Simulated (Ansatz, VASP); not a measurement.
Two plane-wave programs on HfO2

```xyz
3
Lattice="0.0000 2.5575 2.5575 2.5575 0.0000 2.5575 2.5575 2.5575 0.0000" Properties=species:S:1:pos:R:3 pbc="T T T"
Hf    0.0000    0.0000    0.0000
O     3.8363    3.8363    3.8363
O     1.2788    1.2788    1.2788
```

Measurements of this composition are mostly on another form, of space group No. 14.

Alike in both runs: task relaxation of cell and atoms; functional revPBE; k mesh 9 × 9 × 9; occupations fermi-dirac, width 0.05 eV; no spin polarisation.

|  | VASP | Ansatz |
| --- | --- | --- |
| version | VASP 6.6.1 | Ansatz 0.2.0 |
| potentials or method | VASP PAW PBE potentials, release 64 (Hf_pv, O) | Ansatz PAW |
| plane-wave cutoff (eV) | 600 | 420 |
| valence electrons in the cell | 22 | 38 |

```tsv
	VASP	Ansatz	Ansatz less VASP
gap on the k mesh at the Fermi level, each at its own relaxed structure (eV)	3.95	3.90	-0.052
relaxed volume (Å³/atom)	11.03	11.21	+0.180
relaxed cell length with the largest relative difference (Å)	3.603	3.623	+0.0195
energy change over the relaxation (meV/atom)	-1	0	+0.9
```

The two sets of potentials don't hold the same shells in valence.

Caveats: spin-orbit coupling is left out, which moves the levels of the heavy elements; the PAW data sets were made with another functional, which shifts forces and pressure a little (VASP); an odd mesh through Γ misses points on the zone boundary, where band edges often lie (VASP); odd divisions of the mesh miss points on the zone boundary, where band edges often lie, so the gap on the mesh can be too wide (Ansatz); the plane-wave basis is chosen anew once the cell has moved, so the energies of steps on either side of that aren't comparable (Ansatz); the pressure holds a Pulay correction of +0.8 GPa for the finite cutoff (Ansatz); the PAW data sets come from PBE, with cores solved anew for the run's functional, which leaves a small shift of forces and pressure (Ansatz). A hybrid or GW would open this gap; revPBE tends to underestimate it.
